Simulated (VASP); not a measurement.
A run of VASP 6.6.1 is set up as follows.

Contents of INCAR:

```
  PREC = Accurate
  ENCUT = 520
  EDIFF = 1E-6
  ISMEAR = -1
  SIGMA = 0.1
  LREAL = F
  LASPH = T
  NELM = 80
  ALGO = Fast
  ISIF = 2
  LWAVE = F
  LCHARG = F
  GGA = B5
  ALDAX = 1.0
  AGGAX = 1.0
  AGGAC = 1.0
  ALDAC = 0.0
  NBANDS = 20
```

File KPOINTS:

```
Automatic mesh
0
Gamma
  9 9 13
```

POSCAR

```
Ir
1.0
    4.3919044077      0.0000000000      0.0000000000
   -2.1959522038      3.8035007880      0.0000000000
    0.0000000000      0.0000000000      2.7175819583
Ir
3
Direct
    0.0000000000      1.0000000000      0.0000000000
    0.3333333333      0.6666666667      0.5000000000
    0.6666666667      0.3333333333      0.5000000000
```

Potentials or basis: VASP PAW PBE potentials, release 64 (Ir).

Command:

```bash
$ cat potpaw_PBE.64/Ir/POTCAR > POTCAR
$ mpirun -np 1 vasp_std > vasp.out
```

Q: What does it give for the pressure?

A: 14.7 GPa.

Q: Estimate the band gap on the k mesh.

A: None (metal or under the smearing width).

Stress tensor (GPa, compression positive):
```
15.60  0.00  0.00
 0.00 15.60  0.00
 0.00  0.00 12.96
```

Caveat: the PAW data sets were made with another functional, which shifts forces and pressure a little. The run has no spin-orbit coupling, so splittings on Ir are missing.
